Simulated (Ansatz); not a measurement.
Runs of Ansatz 0.2.0 on CoO. The structure is cubic, space group Fm-3m (No. 225). The conventional cell has a = 4.263 Å, b = 4.263 Å, c = 4.263 Å, α = 90.00°, β = 90.00°, γ = 90.00°. Co (site symmetry m-3m) is surrounded by 6 O at 2.13 Å. O (site symmetry m-3m) has 6 Co at 2.13 Å as nearest neighbours. 

```csv
task,level,potentials or basis,cell,smearing,points for each segment of the path,gap on the mesh (eV),pressure (GPa),moment (μB),V0 of scaled cells (Å³/atom),B0 (GPa)
equation of state,PBE,Ansatz PAW soft_1,as given,fermi-dirac 0.05 eV,-,-,-,-,9.58,170
band structure,revPBE,Ansatz PAW,as given,fermi-dirac 0.05 eV,14,none,2.6,(a),-,-
single point,PBE,Ansatz PAW,as given,gaussian 0.023 eV,-,none,-1.6,2.98,-,-
relaxation of cell and atoms,rPW86-PBE+rVV10,Ansatz PAW,relaxed,fermi-dirac 0.05 eV,-,none,0.0,(b),-,-
equation of state,PBE,Ansatz PAW,as given,fermi-dirac 0.05 eV,-,-,-,-,9.58,170
```

Alike in all rows: spin collinear, ferromagnetic start; k mesh 11 × 11 × 11; cutoff (eV) 420.

Problem. Estimate the missing entries.

Solution. (a) 2.95; (b) 2.74.

Caveats: a cell with one magnetic atom can't hold antiferromagnetic order, which such compounds often take (some runs); semilocal functionals often make such compounds metallic where correlation or magnetic order opens a gap, which also shifts bond lengths (some runs); the potentials were made for another functional, which shifts forces and pressure (some runs); the PAW data sets come from PBE, with cores solved anew for the run's functional, which leaves a small shift of forces and pressure (some runs); the plane-wave basis is chosen anew once the cell has moved, so the energies of steps on either side of that aren't comparable (some runs).

A k mesh can miss the band edges.

A gap of «none» marks a metal or a gap under the smearing width.

Not every run made on this cell is shown here.
